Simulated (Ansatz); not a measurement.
Wanted: the native input for an Ansatz 0.2.0 run.

```
Task                : single point
Functional          : PBE
Potentials or basis : all-electron LAPW, scalar-relativistic
Cutoff              : 264 eV (chosen from the basis error)
Basis error allowed : 0.001 eV/atom
k mesh              : 11 × 11 × 11
Occupations         : fermi-dirac, width 0.05 eV
Spin                : no spin polarisation
```

Au:

```
CELL_PARAMETERS angstrom
-1.66724 1.61085 1.66470
1.60373 -1.63568 1.62603
1.73643 1.70488 -1.68953
ATOMIC_POSITIONS crystal
Au 0.99012 0.98291 0.97870
```

The cell isn't the ideal one: cell strained at random at fixed volume.

These files were run (other wordings do the same):

input.yaml

```yaml
crystal:
  lattice:
    - [-1.66724, 1.610846, 1.664696]
    - [1.603735, -1.635684, 1.626029]
    - [1.736433, 1.704878, -1.689534]
  atoms:
    - { symbol: Au, position: [-0.009882, -0.017092, -0.021301] }
kpoints:
  mp_grid: { grid: [11, 11, 11] }
scf:
  occupations: { method: fermi_dirac, width: 0.05 }
hamiltonian:
  xc: pbe
  pseudopotentials: { kind: all_electron, lapw: { basis_error: 0.001 } }
output:
  forces: true
  stress: true
  eigenvalues: true
  populations: true
```

Potentials or basis: all-electron LAPW, scalar-relativistic.

Run with:

```console
$ ansatz run input.yaml --threads 1 --pin off --max-ram 3072MiB --backend cpu --events-out ev --progress --plain --runs-dir out
```

It gave:

The pressure is -0.5 GPa and the band gap on the k mesh is none (metal or under the smearing width).

It took 85 s on 1 thread of Arm Neoverse V1, on a shared host, peak memory 0.89 GiB.
